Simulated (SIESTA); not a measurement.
Runs of SIESTA 5.4.2 on Pd. Symmetry: Fm-3m, No. 225, cubic system. The conventional cell has a = 3.893 Å, b = 3.893 Å, c = 3.893 Å, α = 90.00°, β = 90.00°, γ = 90.00°. Around Pd (site symmetry m-3m) lie 12 Pd at 2.75 Å. 

| level | potentials or basis | gap on the mesh (eV) | pressure (GPa) |
| --- | --- | --- | --- |
| PBE | PseudoDojo 0.4 standard (PBE files), TZDP (energy shift 0.003 Ry; two zetas on semicore shells) | none | 8.2 |
| PBE | PseudoDojo 0.4 standard (PBE files), DZ (energy shift 0.003 Ry; two zetas on semicore shells) | none | 5.3 |
| LDA | PseudoDojo 0.4 standard (LDA files), DZP (energy shift 0.003 Ry; two zetas on semicore shells) | none | (b) |
| PBE | PseudoDojo 0.4 standard (PBE files), TZP (energy shift 0.003 Ry; two zetas on semicore shells) | none | (a) |
| RPBE | PseudoDojo 0.4 standard (PBE files), DZP (energy shift 0.003 Ry; two zetas on semicore shells) | none | 12.2 |

Alike in all rows: task band structure; no spin polarisation; cell as given; k mesh 12 × 12 × 12; smearing fermi-dirac 0.05 eV; grid cutoff 800 Ry; energy shift 0.003 Ry.

Question: Fill in the values left out.

Answer: (a) 8.3; (b) -7.7.

Caveats: the basis of atomic orbitals isn't converged, which shifts pressures, moduli and gaps; the basis has no polarisation orbitals (some runs); the potentials were made for another functional, which shifts forces and pressure (some runs).

A k mesh can miss the band edges, and the runs leave out spin-orbit coupling on Pd.

A gap of «none» marks a metal or a gap under the smearing width.
